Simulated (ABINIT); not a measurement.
# TePb (Fm-3m): G0W0 in ABINIT against the bands in the self-energy, part 2 of 2

How does the gap of TePb (Fm-3m) converge in the bands in the self-energy?

ABINIT 10.8.3; PBE and many-body steps on it, plane waves. Known limits of the many-body steps: not at the basis limit; exchange with frozen shells missing; mesh may overstate the screening; no spin-orbit coupling; coarse k mesh.

So far. Step 2 (Screening, 4×4×4 mesh, 448 bands, screening to 272.1 eV): Local fields lower ε∞ by 7 %.

### 6. 124 bands

Level of this step: G0W0 on PBE, plane waves, norm-conserving pseudopotentials (ABINIT).

The self-energy is evaluated for the states that the input lists, and the levels follow from it, in one-shot runs by the linearised quasiparticle equation.

run.abi reads:

```
acell 3*1.0 Angstrom
rprim 
  -0.000000000000 3.231000000000 3.231000000000
  3.231000000000 0.000000000000 3.231000000000
  3.231000000000 3.231000000000 0.000000000000
ntypat 2
znucl 52 82
natom 2
typat 1 2
xred 
  0.500000000000 0.500000000000 0.500000000000
  0.000000000000 0.000000000000 0.000000000000
pp_dirpath "pseudos"
pseudos "Te.upf, Pb.upf"
ecut 34
ngkpt 4 4 4
nshiftk 1
shiftk 0 0 0
kptopt 1
chksymbreak 0
istwfk *1
occopt 1
irdwfk 1
optdriver 4
nband 124
gwcalctyp 0
ecutsigx 34
symsigma 1
nkptgw 2
kptgw 
  0.5000000000 0.0000000000 0.0000000000
  0.0000000000 0.0000000000 0.0000000000
bdgw 
  13 18
  13 18
ecuteps 10
irdscr 1
ppmodel 1
indata_prefix "in"
outdata_prefix "out"
tmpdata_prefix "tmp"
```

Started as:

```sh
OMP_NUM_THREADS=1 mpirun -n 8 abinit run.abi > log
```

The log of the run:

```text
.Version 10.8.3 of ABINIT. v10.8.2 released Aug 2026.

 Symmetries : space group Fm -3 m (#225); Bravais cF (face-center cubic)
[... echo of the input left out ...]
== DATASET  1 ==================================================================
-   mpi_nproc: 8, omp_nthreads: 1 (-1 if OMP is not activated)

--- !DatasetInfo
iteration_state: {dtset: 1, }
dimensions: {natom: 2, nkpt: 8, mband: 124, nsppol: 1, nspinor: 1, nspden: 1, mpw: 4338, }
cutoff_energies: {ecut:  34.0, pawecutdg:  -1.0, }
[...]
Band     E0 <VxcDFT>   SigX SigC(E0)      Z dSigC/dE  Sig(E)    E-E0       E
[...]
17   8.279 -10.803  -7.343  -4.058   0.783  -0.277 -11.271  -0.468   7.812
       18   8.279 -10.803  -7.343  -4.058   0.783  -0.277 -11.271  -0.468   7.812

== END DATASET(S) ==============================================================
================================================================================

 -outvars: echo values of variables after computation  --------
           etotal      0.0000000000E+00
            nband         124
             nkpt           8
          spgroup         225
 [... the other variables as echoed above ...]

 Calculation completed.
```

Run time: 46 s. Hardware: 8 MPI ranks of Intel Xeon Platinum 8488C (Sapphire Rapids), shared host; peak memory 3.8 GiB; 6 min of CPU time.

Numbers from this step:

```
G0W0 gap on the points computed              : 1.065 eV
starting gap on the mesh                     : 0.7358 eV
k of the valence top                         : 0.5, 0, 0
k of the conduction bottom                   : 0.5, 0, 0
least direct G0W0 gap on the computed points : 1.065 eV
```

The gap on the mesh goes from 0.74 eV to 1.06 eV, a correction of +0.33 eV.

### 7. 268 bands

Edit run.abi of step 6 so:

```diff
@@ -24,3 +24,3 @@
 optdriver 4
-nband 124
+nband 268
 gwcalctyp 0
```

The log of the run:

```text
.Version 10.8.3 of ABINIT. v10.8.2 released Aug 2026.

 Symmetries : space group Fm -3 m (#225); Bravais cF (face-center cubic)
[... echo of the input left out ...]
== DATASET  1 ==================================================================
-   mpi_nproc: 8, omp_nthreads: 1 (-1 if OMP is not activated)

--- !DatasetInfo
iteration_state: {dtset: 1, }
dimensions: {natom: 2, nkpt: 8, mband: 268, nsppol: 1, nspinor: 1, nspden: 1, mpw: 4338, }
cutoff_energies: {ecut:  34.0, pawecutdg:  -1.0, }
[...]
Band     E0 <VxcDFT>   SigX SigC(E0)      Z dSigC/dE  Sig(E)    E-E0       E
[...]
17   8.279 -10.803  -7.343  -4.216   0.782  -0.278 -11.394  -0.591   7.688
       18   8.279 -10.803  -7.343  -4.216   0.782  -0.278 -11.394  -0.591   7.688

== END DATASET(S) ==============================================================
================================================================================

 -outvars: echo values of variables after computation  --------
           etotal      0.0000000000E+00
            nband         268
             nkpt           8
          spgroup         225
 [... the other variables as echoed above ...]

 Calculation completed.
```

It took 1.9 min on 8 MPI ranks; peak memory 4.6 GiB.

This step gave:

```yaml
g0w0_gap_on_the_points_computed: 1.113 eV
starting_gap_on_the_mesh: 0.7358 eV
k_of_the_valence_top: 0.5, 0, 0
k_of_the_conduction_bottom: 0.5, 0, 0
least_direct_g0w0_gap_on_the_computed_points: 1.113 eV
```

Against the run before, the gap moves by +0.048 eV.

### 8. 448 bands

Edit run.abi of step 7 so:

```diff
@@ -24,3 +24,3 @@
 optdriver 4
-nband 268
+nband 448
 gwcalctyp 0
```

The log of the run:

```text
.Version 10.8.3 of ABINIT. v10.8.2 released Aug 2026.

 Symmetries : space group Fm -3 m (#225); Bravais cF (face-center cubic)
[... echo of the input left out ...]
== DATASET  1 ==================================================================
-   mpi_nproc: 8, omp_nthreads: 1 (-1 if OMP is not activated)

--- !DatasetInfo
iteration_state: {dtset: 1, }
dimensions: {natom: 2, nkpt: 8, mband: 448, nsppol: 1, nspinor: 1, nspden: 1, mpw: 4338, }
cutoff_energies: {ecut:  34.0, pawecutdg:  -1.0, }
[...]
Band     E0 <VxcDFT>   SigX SigC(E0)      Z dSigC/dE  Sig(E)    E-E0       E
[...]
17   8.279 -10.803  -7.343  -4.260   0.782  -0.279 -11.428  -0.625   7.654
       18   8.279 -10.803  -7.343  -4.260   0.782  -0.279 -11.428  -0.625   7.654

== END DATASET(S) ==============================================================
================================================================================

 -outvars: echo values of variables after computation  --------
           etotal      0.0000000000E+00
            nband         448
             nkpt           8
          spgroup         225
 [... the other variables as echoed above ...]

 Calculation completed.
```

Run time: 2.4 min. Hardware: 8 MPI ranks; peak memory 5.8 GiB.

Numbers from this step:

```yaml
g0w0_gap_on_the_points_computed: 1.126 eV
starting_gap_on_the_mesh: 0.7358 eV
k_of_the_valence_top: 0.5, 0, 0
k_of_the_conduction_bottom: 0.5, 0, 0
least_direct_g0w0_gap_on_the_computed_points: 1.126 eV
```

Against the run before, the gap moves by +0.013 eV.

### 9. Side by side

Times are wall times on 8 MPI ranks of Intel Xeon Platinum 8488C (Sapphire Rapids), shared host, good to a factor of about two. A run's time includes the screening step that it read.

```
      run   mesh  bands  screening cutoff (eV)  DFT gap (eV)  gap on the mesh (eV)  direct (eV)  ε∞ used     time
 23 bands  4×4×4     23                  272.1         0.736                 0.823        0.823    38.74  4.4 min
 28 bands  4×4×4     28                  272.1         0.736                 0.848        0.848    38.74  4.4 min
 53 bands  4×4×4     53                  272.1         0.736                 0.950        0.950    38.74  4.6 min
124 bands  4×4×4    124                  272.1         0.736                 1.065        1.065    38.74    5 min
268 bands  4×4×4    268                  272.1         0.736                 1.113        1.113    38.74  6.1 min
448 bands  4×4×4    448                  272.1         0.736                 1.126        1.126    38.74  6.6 min
```

### 10. What came out

```yaml
23_bands: 0.823 eV
28_bands: 0.848 eV
53_bands: 0.950 eV
124_bands: 1.065 eV
268_bands: 1.113 eV
448_bands: 1.126 eV
known_limits: not at the basis limit; model gap, bands may invert with spin-orbit coupling; exchange with frozen shells missing; mesh may overstate the screening; no spin-orbit coupling; coarse k mesh
```

In words: The setting moved: bands in the self-energy. From 23 bands to 448 bands the gap moves by +0.30 eV. The last step still moves it by +0.013 eV. Bands and screening cutoff are coupled, so a series along one setting does not show full convergence. Bands and cutoff are finite, so the gap is not at the basis limit. The miss can reach some tenths of an eV and take either sign; the mesh is an error of its own. In the G0W0 runs levels were corrected at 2 k points alone, so a gap called «on the mesh» is the least over those, and an edge elsewhere would be missed. The 4×4×4 mesh is coarse for this cell, which bears on the long-range parts of exchange and screening. Where an edge is built on 6p states of lead, bismuth or thallium, scalar-relativistic gaps usually stand too wide, by a few tenths to over one eV. With atoms this heavy and so narrow a gap, spin-orbit coupling can invert the bands. These scalar-relativistic gaps are then model values, not to be set against experiment, and a spin-orbit change taken from DFT can't simply be added. The norm-conserving file of at least one element keeps a d shell over frozen s and p shells of the same row. Exchange with those shells is missing from the self-energy, an error of 0.3 to 0.9 eV in cases checked, whose sign depends on which edge lies on those atoms. For the PBE start: The RPA ε∞ on this mesh reaches over 25; with a narrow direct gap a coarse mesh can overstate it, and the correction is then too small.

[Paths, hosts, dates, memory and timing lines, banners, echoed tables and standing remarks are left out of the program output.]

[Logs are printed without paths, hosts, clocks, repeated set-up lines and the standing remarks that a program may print on its own settings, such as how far it seeks lower states.]

[Runs of the session that timed out or met a known fault of the program may be left out.]

[Hosts, paths, dates, database ids (printed as entryN), source tags and the programs' standing remarks are cut or masked in the printed files.]

[G0W0 gaps are taken among the corrected bands and points alone; a level outside them can change the order at an edge.]

[Where Ansatz stands beside ABINIT at settings called matched, ABINIT's density can come from a denser mesh and the files from another edition; pairs whose starting gaps differed by over 0.03 eV were left out, so agreement reads better than it is.]
